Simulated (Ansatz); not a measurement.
# Ba7O8: the cost of one run

Computed with Ansatz 0.2.0 (DFT PBE, scalar-relativistic, plane waves, PAW, unless a step's input says otherwise).

2 further runs of the same task are left out: 2 set aside as unsound or not needed.

## Step 1: The starting structure

Symmetry: Fm-3m, No. 225, cubic system. Conventional cell: a = 11.147 Å, b = 11.147 Å, c = 11.147 Å, α = 90.00°, β = 90.00°, γ = 90.00°. Ba (site symmetry mmm) has 6 O at 2.79 Å as nearest neighbours. Ba (site symmetry m-3m) has 6 O at 2.79 Å as nearest neighbours. O (site symmetry 4mm) has 5 Ba at 2.79 Å as nearest neighbours. O (site symmetry -43m) has 6 Ba at 2.79 Å as nearest neighbours.

The input asks for a charge of -2 e on the cell.

As a file:

```
Ba O
1.0
     0.00000    5.57333   -5.57333
     5.57333    5.57333    0.00000
     5.57333    0.00000   -5.57333
Ba O
7 8
Cartesian
  5.5733 2.7867 -2.7867
  2.7867 2.7867 -5.5733
  5.5733 5.5733 -5.5733
  5.5733 0.0000 -5.5733
  8.3600 2.7867 -5.5733
  5.5733 2.7867 -8.3600
  8.3600 5.5733 -8.3600
  5.5733 5.5733 -2.7867
  2.7867 2.7867 -2.7867
  5.5733 8.3600 -5.5733
  2.7867 5.5733 -5.5733
  8.3600 5.5733 -5.5733
  5.5733 2.7867 -5.5733
  8.3600 8.3600 -8.3600
  5.5733 5.5733 -8.3600
```

It is built from the cell relaxed beforehand with the same method (21.64 Å³/atom).

## Step 2: Setting up the jump

The supercell lacks one Ba atom, at fractional position (0.000, 0.000, 0.500), and holds 15 atoms and a charge of -2 e on a uniform background. Atom 1 (Ba), 3.94 Å away, is to jump into the empty site. The cell is fixed.

## Step 3: Relaxing around the vacancy

input.yaml

```yaml
crystal:
  lattice:
    - [0.0, 5.573326482, -5.573326482]
    - [5.573326482, 5.573326482, 0.0]
    - [5.573326482, 0.0, -5.573326482]
  atoms:
    - { symbol: Ba, position: [0.0, 0.5, 0.5] }
    - { symbol: Ba, position: [0.5, 0.0, 0.5] }
    - { symbol: Ba, position: [0.5, 0.5, 0.5] }
    - { symbol: Ba, position: [0.0, 0.0, 1.0] }
    - { symbol: Ba, position: [0.0, 0.5, 1.0] }
    - { symbol: Ba, position: [0.5, 0.0, 1.0] }
    - { symbol: Ba, position: [0.5, 0.5, 1.0] }
    - { symbol: O, position: [0.25, 0.75, 0.25] }
    - { symbol: O, position: [0.25, 0.25, 0.25] }
    - { symbol: O, position: [0.75, 0.75, 0.25] }
    - { symbol: O, position: [0.75, 0.25, 0.25] }
    - { symbol: O, position: [0.25, 0.75, 0.75] }
    - { symbol: O, position: [0.25, 0.25, 0.75] }
    - { symbol: O, position: [0.75, 0.75, 0.75] }
    - { symbol: O, position: [0.75, 0.25, 0.75] }
total_charge: -2
basis:
  ecutwfc: 420
kpoints:
  mp_grid: { grid: [4, 4, 4] }
hamiltonian:
  xc: pbe
scf:
  occupations: { method: gaussian, width: 0.05 }
output:
  forces: true
  stress: true
  eigenvalues: true
  write_density: true
  write_potential: true
  elf: true
  volumetric_format: npy
relax:
  adjacent_minimum: "off"
  f_tol: 0.02
  max_steps: 50
```

On the command line:

```console
ansatz run input.yaml --threads 4 --pin off --max-ram 9216MiB --backend cpu --events-out ev --progress --plain --runs-dir out
```

What time and memory should one allow on 4 threads of Arm Neoverse V1, shared host?

About 24 s, with a peak of 1 GiB.
